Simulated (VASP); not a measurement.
# CHCl₂F: harmonic vibrations of a molecule

CHCl₂F, molecule in box, 5 atoms in the cell. RevPBE with D3(BJ), harmonic vibrations; PAW potentials F, C, Cl, H (PBE set).

## Input

INCAR.step1:
```
SYSTEM = HCCl2F
PREC = Accurate ; ENCUT = 400
EDIFF = 1E-8 ; ISMEAR = 0
SIGMA = 0.01 ; ISYM = 0
LREAL = .False. ; LASPH = .True.
NELM = 100 ; ALGO = Normal
LWAVE = .False. ; LCHARG = .False.
GGA = RE ; IVDW = 12
IBRION = 2 ; NSW = 60
ISIF = 2 ; EDIFFG = -0.002
POTIM = 0.5
```

INCAR.step2, as INCAR.step1 but for:
```
- IBRION = 2
- NSW = 60
- ISIF = 2
- EDIFFG = -0.002
- POTIM = 0.5
+ IBRION = 5
+ NFREE = 2
+ POTIM = 0.015
+ NSW = 1
```

KPOINTS:
```
k-points
0
Gamma
  1 1 1
```

POSCAR.step1:
```
HCCl2F
1.0
   12.0000000000      0.0000000000      0.0000000000
    0.0000000000     11.0000000000      0.0000000000
    0.0000000000      0.0000000000     12.0000000000
F C Cl H
1 1 2 1
Direct
    0.4377208300      0.5039727300      0.6027291700
    0.4874708300      0.5009636400      0.5027541700
    0.6085958300      0.4113090900      0.5107708300
    0.3935708300      0.4441818200      0.4029375000
    0.5114875000      0.5925090900      0.4783208300
```

Commands (each step's output is kept before the next begins):
```
cat potpaw_PBE.64/F/POTCAR potpaw_PBE.64/C/POTCAR potpaw_PBE.64/Cl/POTCAR potpaw_PBE.64/H/POTCAR > POTCAR
cp INCAR.step1 INCAR
cp POSCAR.step1 POSCAR
mpirun -np 4 vasp_gam > vasp.out
cp CONTCAR POSCAR
cp INCAR.step2 INCAR
mpirun -np 4 vasp_gam > vasp.out
```

## Result

- Vibrations (cm⁻¹; a negative value is imaginary): 3066, 1275, 1207, 1001, 739, 704, 437, 345, 265
- Zero-point energy (eV): 0.560
- Translations and rotations, which should read zero (cm⁻¹): -22, -13, -4, 1, 6, 6
- Vibrational entropy at 298 K (meV/K): 0.190
- Displaced cells: 30
- Ionic steps, all stages: 47
- Electronic steps, all stages: 876

VASP 6.6.1 took 1016 s on 4 cores (Intel Xeon Platinum 8259CL @ 2.50GHz (Skylake/Cascade Lake)), a shared host.
